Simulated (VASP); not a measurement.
# MoSe2 (P6_3/mmc) in VASP: notebook

Aim: see how the results for MoSe2 move with the level of theory and the settings. Levels: LDA, PBE+D3(BJ). Tasks: relaxation of cell and atoms.

Everything below comes from runs of VASP 6.6.1. Logs are shortened: lines on timing, memory, paths and dates and some standing lists are left out, and cuts for length are marked.

## 1. The structure

Symmetry: P6_3/mmc, No. 194, hexagonal system. Conventional cell: a = 3.252 Å, b = 3.252 Å, c = 12.739 Å, α = 90.00°, β = 90.00°, γ = 120.00°. Around Mo (site symmetry -6m2) lie 6 Se at 2.51 Å. Se (site symmetry 3m) is surrounded by 3 Mo at 2.51 Å.

## 2. Relaxation of cell and atoms, LDA

INCAR reads:

```
SYSTEM = MoSe2
PREC = Accurate ; ENCUT = 600
EDIFF = 1E-7 ; ISMEAR = 0
SIGMA = 0.03 ; LREAL = .FALSE.
LASPH = .TRUE. ; NELM = 80
ALGO = Normal ; ISIF = 3
LWAVE = .FALSE. ; LCHARG = .FALSE.
GGA = CA ; IBRION = 2
NSW = 90 ; EDIFFG = -0.005
KPAR = 2
```

KPOINTS reads:

```
Automatic mesh
0
G
  9 9 2
  0 0 0
```

POSCAR reads:

```
MoSe2                                   
1.0
    3.2518070665      0.0000000000      0.0000000000
   -1.6259035332      2.8161475277     -0.0000000000
    0.0000000000     -0.0000000000     12.7387744519
  Mo              Se            
     2     4
Direct
     0.3333333332999970    0.6666666667000030    0.2500000000000000
     0.6666666667000030    0.3333333332999970    0.7500000000000000
     0.3333333332999970    0.6666666667000030    0.6196545790875785
     0.6666666667000030    0.3333333332999970    0.1196545790875785
     0.3333333332999970    0.6666666667000030    0.8803454209124215
     0.6666666667000030    0.3333333332999970    0.3803454209124214
```

Potentials or basis: VASP PAW LDA potentials, release 64 (Mo_sv, Se).

The run is started by

```
cat potpaw_LDA.64/Mo_sv/POTCAR potpaw_LDA.64/Se/POTCAR > POTCAR
mpirun -np 2 vasp_std > vasp.out
```

OUTCAR:

```text
SYSTEM = MoSe2
   PREC = Accurate
   ENCUT = 600
   EDIFF = 1E-7
   ISMEAR = 0
   LREAL = .FALSE.
   LASPH = .TRUE.
   NELM = 80
   ISIF = 3
   GGA = CA
   IBRION = 2
   NSW = 90
   EDIFFG = -0.005

 ion  position               nearest neighbor table
   1  0.333  0.667  0.250-   4 2.51   6 2.51   4 2.51   6 2.51   4 2.51   6 2.51
   2  0.667  0.333  0.750-   3 2.51   5 2.51   3 2.51   5 2.51   3 2.51   5 2.51
   3  0.333  0.667  0.620-   2 2.51   2 2.51   2 2.51
   4  0.667  0.333  0.120-   1 2.51   1 2.51   1 2.51
   5  0.333  0.667  0.880-   2 2.51   2 2.51   2 2.51
   6  0.667  0.333  0.380-   1 2.51   1 2.51   1 2.51

  LATTYP: Found a hexagonal cell.
 ALAT       =     3.2518070665
 C/A-ratio  =     3.9174447289

  Lattice vectors:

 A1 = (   3.2518070665,   0.0000000000,   0.0000000000)
 A2 = (  -1.6259035332,   2.8161475277,   0.0000000000)
 A3 = (   0.0000000000,   0.0000000000,  12.7387744519)

Analysis of symmetry for initial positions (statically):
=====================================================================
 Subroutine PRICEL returns:
 Original cell was already a primitive cell.

 Routine SETGRP: Setting up the symmetry group for a
 hexagonal supercell.

 Subroutine GETGRP returns: Found 24 space group operations
 (whereof 12 operations were pure point group operations)
 out of a pool of 24 trial point group operations.

The static configuration has the point symmetry D_3d.
 The point group associated with its full space group is D_6h.

Analysis of symmetry for dynamics (positions and initial velocities):
=====================================================================
 Subroutine PRICEL returns:
 Original cell was already a primitive cell.

 Routine SETGRP: Setting up the symmetry group for a
 hexagonal supercell.

 Subroutine GETGRP returns: Found 24 space group operations
 (whereof 12 operations were pure point group operations)
 out of a pool of 24 trial point group operations.

The dynamic configuration has the point symmetry D_3d.
 The point group associated with its full space group is D_6h.

 Subroutine INISYM returns: Found 24 space group operations
 (whereof 12 operations are pure point group operations),
 and found     1 'primitive' translations

----------------------------------------------------------------------------------------

                                     Primitive cell

  volume of cell :     116.6562

  direct lattice vectors                    reciprocal lattice vectors
     3.251807067  0.000000000  0.000000000     0.307521320  0.177547517  0.000000000
    -1.625903533  2.816147528  0.000000000     0.000000000  0.355095033  0.000000000
     0.000000000  0.000000000 12.738774452     0.000000000  0.000000000  0.078500487

  length of vectors
     3.251807067  3.251807066 12.738774452     0.355095033  0.355095033  0.078500487

  position of ions in fractional coordinates (direct lattice)
     0.333333333  0.666666667  0.250000000
     0.666666667  0.333333333  0.750000000
     0.333333333  0.666666667  0.619654579
     0.666666667  0.333333333  0.119654579
     0.333333333  0.666666667  0.880345421
     0.666666667  0.333333333  0.380345421

  ion indices of the primitive-cell ions
   primitive index   ion index
                 1           1
                 2           2
                 3           3
                 4           4
                 5           5
                 6           6

----------------------------------------------------------------------------------------

 KPOINTS: Automatic mesh

Automatic generation of k-mesh.
 Grid dimensions read from file:
 generate k-points for:    9    9    2

 Generating k-lattice:

  Cartesian coordinates                     Fractional coordinates (reciprocal lattice)
     0.034169036  0.019727502  0.000000000     0.111111111  0.000000000  0.000000000
     0.000000000  0.039455004  0.000000000     0.000000000  0.111111111  0.000000000
     0.000000000  0.000000000  0.039250244     0.000000000  0.000000000  0.500000000

  Length of vectors
[... 45 lines left out ...]
 conjugate gradient relaxation of ions
 non-spin polarized calculation
 Gauss-broadening in eV      SIGMA  =   0.03
  energy-cutoff  :      600.00
  volume of cell :      116.66
 maximum number of plane-waves:      3974
 NGX is ok and might be reduce to    28
   NGX = 13   NGY = 13   NGZ = 51

 number of electron      52.0000002 magnetization

 Free energy of the ion-electron system (eV)
  ---------------------------------------------------
  ext. energy  EPLUGINS =         0.00000000
  ---------------------------------------------------
  free energy    TOTEN  =       -45.26957552 eV

  energy without entropy =      -45.26957552  energy(sigma->0) =      -45.26957552

 E-fermi :   7.1992     XC(G=0): -11.1393

 val. band max:        6.8952635661   @ k =   0.0000   0.0000   0.0000
 cond. band min:       7.7227245999   @ k =   0.2222   0.1111   0.0000
 fundamental gap:      0.8274610338
 Fermi energy:         7.1992409427

 k-point     1 :       0.0000    0.0000    0.0000
  band No.  band energies     occupation
      1     -53.9372      2.00000
      2     -53.9372      2.00000
      3     -28.3284      2.00000
      4     -28.3284      2.00000
      5     -28.0909      2.00000
      6     -28.0909      2.00000
[... 23 lines left out ...]
     30       9.5148      0.00000
     31       9.6136      0.00000

 k-point     2 :       0.1111   -0.0000    0.0000
  band No.  band energies     occupation
      1     -53.9337      2.00000
      2     -53.9337      2.00000
      3     -28.3207      2.00000
      4     -28.3206      2.00000
      5     -28.1278      2.00000
      6     -28.1278      2.00000
[... 23 lines left out ...]
     30       9.2699      0.00000
     31       9.3221      0.00000

 k-point     3 :       0.2222   -0.0000    0.0000
  band No.  band energies     occupation
      1     -53.9250      2.00000
      2     -53.9250      2.00000
      3     -28.3009      2.00000
      4     -28.3008      2.00000
      5     -28.2200      2.00000
      6     -28.2200      2.00000
[... 703 lines left out ...]
     30       9.0339      0.00000
     31       9.4323      0.00000

 k-point    24 :       0.3333    0.3333    0.5000
  band No.  band energies     occupation
      1     -53.9038      2.00000
      2     -53.9038      2.00000
      3     -28.3234      2.00000
      4     -28.3234      2.00000
      5     -28.2863      2.00000
      6     -28.2863      2.00000
[... 23 lines left out ...]
     30       8.9376      0.00000
     31       9.6798      0.00000

------------------------ aborting loop because EDIFF is reached ----------------------------------------

  FORCE on cell =-STRESS in cart. coord.  units (eV):
  Direction    XX          YY          ZZ          XY          YZ          ZX
  --------------------------------------------------------------------------------------
  -------------------------------------------------------------------------------------
  Total        0.0049556      0.0049556      0.0162914      0.0000000      0.0000000      0.0000000
  in kB        0.0680614      0.0680614      0.2237486      0.0000000      0.0000000      0.0000000
  external PRESSURE =       0.1199572 kB  Pullay stress =       0.0000000 kB

 VOLUME and BASIS-vectors are now :
 -----------------------------------------------------------------------------
  energy-cutoff  :      600.00
  volume of cell :      116.66
      direct lattice vectors                 reciprocal lattice vectors
     3.251807067  0.000000000  0.000000000     0.307521320  0.177547517  0.000000000
    -1.625903533  2.816147528  0.000000000     0.000000000  0.355095033  0.000000000
     0.000000000  0.000000000 12.738774452     0.000000000  0.000000000  0.078500487

 POSITION                                       TOTAL-FORCE (eV/Angst)
 -----------------------------------------------------------------------------------
     -0.00000      1.87743      3.18469        -0.000000      0.000000      0.000000
      1.62590      0.93872      9.55408         0.000000     -0.000000      0.000000
     -0.00000      1.87743      7.89364         0.000000     -0.000000      0.000326
      1.62590      0.93872      1.52425         0.000000     -0.000000      0.000326
     -0.00000      1.87743     11.21452         0.000000      0.000000     -0.000326
      1.62590      0.93872      4.84513         0.000000      0.000000     -0.000326
 -----------------------------------------------------------------------------------
    total drift:                               -0.000000      0.000000     -0.000000

  FREE ENERGIE OF THE ION-ELECTRON SYSTEM (eV)
  ---------------------------------------------------
  free  energy   TOTEN  =       -45.2695755162 eV

  energy  without entropy=      -45.2695755162  energy(sigma->0) =      -45.26957552

 reached required accuracy - stopping structural energy minimisation
```

It took 46 s on 2 MPI ranks of AMD EPYC 9R14 (Zen 4), shared host; peak memory 0.25 GiB.

What came out:

| Property | Result |
| --- | --- |
| Free energy | -45.2696 eV |
| Pressure after relaxing | 0.0 GPa |
| Band gap on the k mesh | 0.83 eV, indirect (least direct gap 1.51 eV) |

Final structure:
```
CELL_PARAMETERS angstrom
3.25181 0.00000 0.00000
-1.62590 2.81615 0.00000
0.00000 0.00000 12.73877
ATOMIC_POSITIONS crystal
Mo 0.33333 0.66667 0.25000
Mo 0.66667 0.33333 0.75000
Se 0.33333 0.66667 0.61965
Se 0.66667 0.33333 0.11965
Se 0.33333 0.66667 0.88035
Se 0.66667 0.33333 0.38035
```

Caveat: the relaxation stopped at its first step, so nothing moved; an odd mesh through Γ misses points on the zone boundary, where band edges often lie.

## 3. Relaxation of cell and atoms, PBE+D3(BJ)

This run uses another cell than the first one, of 20.13 Å³/atom, 1.035 times its volume.

INCAR reads:

```
SYSTEM = MoSe2
PREC = Accurate
ENCUT = 600
EDIFF = 1E-6
ISMEAR = 0
SIGMA = 0.03
LREAL = .FALSE.
LASPH = .TRUE.
NELM = 80
ALGO = Normal
ISIF = 3
LWAVE = .FALSE.
LCHARG = .FALSE.
GGA = PE
IVDW = 12
IBRION = 2
NSW = 90
EDIFFG = -0.01
KPAR = 2
```

KPOINTS reads:

```
regular mesh
0
G
  9 9 2
  0 0 0
```

POSCAR reads:

```
MoSe2
1.0
    3.2880000000      0.0000000000      0.0000000000
   -1.6440000000      2.8474915276      0.0000000000
    0.0000000000      0.0000000000     12.9000000000
Mo Se
2 4
Direct
    0.3333333333      0.6666666667      0.2500000000
    0.6666666667      0.3333333333      0.7500000000
    0.3333333333      0.6666666667      0.6250000000
    0.6666666667      0.3333333333      0.1250000000
    0.3333333333      0.6666666667      0.8750000000
    0.6666666667      0.3333333333      0.3750000000
```

Potentials or basis: VASP PAW PBE potentials, release 64 (Mo_sv, Se).

The run is started by

```
cat potpaw_PBE.64/Mo_sv/POTCAR potpaw_PBE.64/Se/POTCAR > POTCAR
mpirun -np 2 vasp_std > vasp.out
```

It took 6.6 min on 2 MPI ranks of Intel Xeon Platinum 8488C (Sapphire Rapids), shared host; peak memory 0.34 GiB.

Results (log left out):

* Free energy: -42.6852 eV
* Relaxed volume: 19.74 Å³/atom
* Relaxed cell: a = 3.279 Å, b = 3.279 Å, c = 12.725 Å, α = 90.00°, β = 90.00°, γ = 120.00°
* Space group after relaxing (to 0.05 Å): P6_3/mmc (No. 194)
* Energy gained by relaxing: 24.1 meV/atom
* Ionic steps: 14
* Pressure after relaxing: 0.0 GPa
* Band gap on the k mesh: 0.84 eV, indirect (least direct gap 1.46 eV)
* Dispersion energy per atom: -0.479 eV

The path:
```
step  energy change (eV)  largest force (eV/Å)  pressure (GPa)  volume (Å³)
   1              0.0000                1.1441            4.52       120.78
   2              0.2308                1.2853           -9.26       130.92
   3             -0.1073                0.1481           -1.23       124.27
   4             -0.1075                0.1809           -1.04       124.14
   5             -0.1225                0.1168           -0.28       122.48
   6             -0.1232                0.0997           -0.06       122.02
   7             -0.1275                0.0908           -0.06       121.61
   8             -0.1379                0.0632           -0.04       120.35
   9             -0.1435                0.0013            0.20       117.83
  10             -0.1443                0.0241            0.12       118.56
  11             -0.1444                0.0212            0.12       118.46
  12             -0.1443                0.0191            0.13       118.39
  13             -0.1425                0.1161           -0.76       118.94
  14             -0.1444                0.0004            0.01       118.46
```

Final structure:
```yaml
crystal:
  lattice:
    - [3.27866, 0.00000, 0.00000]
    - [-1.63933, 2.83941, 0.00000]
    - [0.00000, 0.00000, 12.72501]
  atoms:
    - { symbol: Mo, position: [0.33333, 0.66667, 0.25000] }
    - { symbol: Mo, position: [0.66667, 0.33333, 0.75000] }
    - { symbol: Se, position: [0.33333, 0.66667, 0.61833] }
    - { symbol: Se, position: [0.66667, 0.33333, 0.11833] }
    - { symbol: Se, position: [0.33333, 0.66667, 0.88167] }
    - { symbol: Se, position: [0.66667, 0.33333, 0.38167] }
```

Levels at points of the mesh, in eV from the valence-band top:
```tsv
k point	band 23	band 24	band 25	band 26	band 27	band 28	band 29	band 30
(0.00, 0.00, 0.00)	-1.48	-1.19	-0.67	0.00	2.46	2.46	2.54	2.54
(0.00, 0.00, 0.50)	-1.51	-1.51	-0.16	-0.16	2.47	2.47	2.47	2.47
```

Caveat: an odd mesh through Γ misses points on the zone boundary, where band edges often lie.

## 4. Relaxation of cell and atoms, PBE+D3(BJ)

This run uses another cell than the first one, of 19.74 Å³/atom, 1.015 times its volume.

INCAR: that of step 3 with these lines changed.

```diff
@@ -3,3 +3,3 @@
 ENCUT = 600
-EDIFF = 1E-6
+EDIFF = 1E-7
 ISMEAR = 0
@@ -17,3 +17,3 @@
 NSW = 90
-EDIFFG = -0.01
+EDIFFG = -0.005
 KPAR = 2
```

KPOINTS is that of step 3.

POSCAR reads:

```
MoSe2                                   
1.0
    3.2786626318      0.0000000000      0.0000000000
   -1.6393313159      2.8394051295     -0.0000000000
   -0.0000000000     -0.0000000000     12.7250115803
  Mo              Se            
     2     4
Direct
     0.3333333332999970    0.6666666667000030    0.2500000000000000
     0.6666666667000030    0.3333333332999970    0.7500000000000000
     0.3333333332999970    0.6666666667000030    0.6183309793989827
     0.6666666667000030    0.3333333332999970    0.1183309793989828
     0.3333333332999970    0.6666666667000030    0.8816690206010173
     0.6666666667000030    0.3333333332999970    0.3816690206010173
```

The run is started by

```
cat potpaw_PBE.64/Mo_sv/POTCAR potpaw_PBE.64/Se/POTCAR > POTCAR
mpirun -np 2 vasp_std > vasp.out
```

Wall time 51 s (2 MPI ranks of Intel Xeon Platinum 8488C (Sapphire Rapids), shared host); peak memory 0.31 GiB.

It converged, with:

```
Free energy                : -42.6844 eV
Pressure after relaxing    : 0.0 GPa
Band gap on the k mesh     : 0.84 eV, indirect (least direct gap 1.46 eV)
Dispersion energy per atom : -0.479 eV
```

Final structure:
```yaml
crystal:
  lattice:
    - [3.27866, 0.00000, 0.00000]
    - [-1.63933, 2.83941, 0.00000]
    - [0.00000, 0.00000, 12.72501]
  atoms:
    - { symbol: Mo, position: [0.33333, 0.66667, 0.25000] }
    - { symbol: Mo, position: [0.66667, 0.33333, 0.75000] }
    - { symbol: Se, position: [0.33333, 0.66667, 0.61833] }
    - { symbol: Se, position: [0.66667, 0.33333, 0.11833] }
    - { symbol: Se, position: [0.33333, 0.66667, 0.88167] }
    - { symbol: Se, position: [0.66667, 0.33333, 0.38167] }
```

Levels at points of the mesh, in eV from the valence-band top:
```
           k point  band 22  band 23  band 24  band 25  band 26  band 27  band 28  band 29  band 30  band 31
(0.00, 0.00, 0.00)    -1.48    -1.48    -1.19    -0.67     0.00     2.46     2.47     2.54     2.56     2.60
(0.00, 0.00, 0.50)    -1.51    -1.51    -1.51    -0.16    -0.16     2.47     2.47     2.47     2.47     2.75
```

Caveat: the relaxation stopped at its first step, so nothing moved; an odd mesh through Γ misses points on the zone boundary, where band edges often lie.

## 5. Relaxation of cell and atoms, PBE+D3(BJ)

This run uses another cell than the first one, of 20.13 Å³/atom, 1.035 times its volume.

INCAR reads:

```
SYSTEM = MoSe2
ALGO = Normal
EDIFF = 1E-6
EDIFFG = -0.01
ENCUT = 600
GGA = PE
IBRION = 2
ISIF = 3
ISMEAR = 0
IVDW = 12
KPAR = 2
LASPH = .TRUE.
LCHARG = .FALSE.
LREAL = .FALSE.
LWAVE = .FALSE.
NELM = 80
NSW = 90
PREC = Accurate
SIGMA = 0.03
```

KPOINTS reads:

```
k-points
0
G
  9 9 2
  0 0 0
```

POSCAR reads:

```
MoSe2
1.0
    3.2880000000      0.0000000000      0.0000000000
   -1.6440000000      2.8474915276      0.0000000000
    0.0000000000      0.0000000000     12.9000000000
Mo Se
2 4
Direct
    0.3333333333      0.6666666667      0.2500000000
    0.6666666667      0.3333333333      0.7500000000
    0.3333333333      0.6666666667      0.6250000000
    0.6666666667      0.3333333333      0.1250000000
    0.3333333333      0.6666666667      0.8750000000
    0.6666666667      0.3333333333      0.3750000000
```

The run is started by

```
cat potpaw_PBE.64/Mo_sv/POTCAR potpaw_PBE.64/Se/POTCAR > POTCAR
mpirun -np 2 vasp_std > vasp.out
```

It took 4.4 min on 2 MPI ranks of Intel Xeon 6975P-C (Granite Rapids), shared host; peak memory 0.34 GiB.

Results (log left out):

| Property | Result |
| --- | --- |
| Free energy | -42.6852 eV |
| Relaxed volume | 19.74 Å³/atom |
| Relaxed cell | a = 3.279 Å, b = 3.279 Å, c = 12.725 Å, α = 90.00°, β = 90.00°, γ = 120.00° |
| Space group after relaxing (to 0.05 Å) | P6_3/mmc (No. 194) |
| Energy gained by relaxing | 24.1 meV/atom |
| Ionic steps | 14 |
| Pressure after relaxing | 0.0 GPa |
| Band gap on the k mesh | 0.84 eV, indirect (least direct gap 1.46 eV) |
| Dispersion energy per atom | -0.479 eV |

The path:
```tsv
step	energy change (eV)	largest force (eV/Å)	pressure (GPa)	volume (Å³)
1	0.0000	1.1441	4.52	120.78
2	0.2308	1.2853	-9.26	130.92
3	-0.1073	0.1481	-1.23	124.27
4	-0.1075	0.1809	-1.04	124.14
5	-0.1225	0.1168	-0.28	122.48
6	-0.1232	0.0997	-0.06	122.02
7	-0.1275	0.0908	-0.06	121.61
8	-0.1379	0.0632	-0.04	120.35
9	-0.1435	0.0013	0.20	117.83
10	-0.1443	0.0241	0.12	118.56
11	-0.1444	0.0212	0.12	118.46
12	-0.1443	0.0191	0.13	118.39
13	-0.1425	0.1161	-0.76	118.94
14	-0.1444	0.0004	0.01	118.46
```

Final structure:
```cif
data_structure
_symmetry_space_group_name_H-M 'P 1'
_symmetry_Int_Tables_number 1
_cell_length_a 3.2787
_cell_length_b 3.2787
_cell_length_c 12.7250
_cell_angle_alpha 90.000
_cell_angle_beta 90.000
_cell_angle_gamma 120.000
_cell_volume 118.46
loop_
_atom_site_label
_atom_site_type_symbol
_atom_site_fract_x
_atom_site_fract_y
_atom_site_fract_z
_atom_site_occupancy
Mo1 Mo 0.33333 0.66667 0.25000 1
Mo2 Mo 0.66667 0.33333 0.75000 1
Se1 Se 0.33333 0.66667 0.61833 1
Se2 Se 0.66667 0.33333 0.11833 1
Se3 Se 0.33333 0.66667 0.88167 1
Se4 Se 0.66667 0.33333 0.38167 1
```

Levels at points of the mesh, in eV from the valence-band top:
```csv
k point,band 24,band 25,band 26,band 27,band 28,band 29
"(0.00, 0.00, 0.00)",-1.19,-0.67,0.00,2.46,2.46,2.54
"(0.00, 0.00, 0.50)",-1.51,-0.16,-0.16,2.47,2.47,2.47
```

Caveat: an odd mesh through Γ misses points on the zone boundary, where band edges often lie.
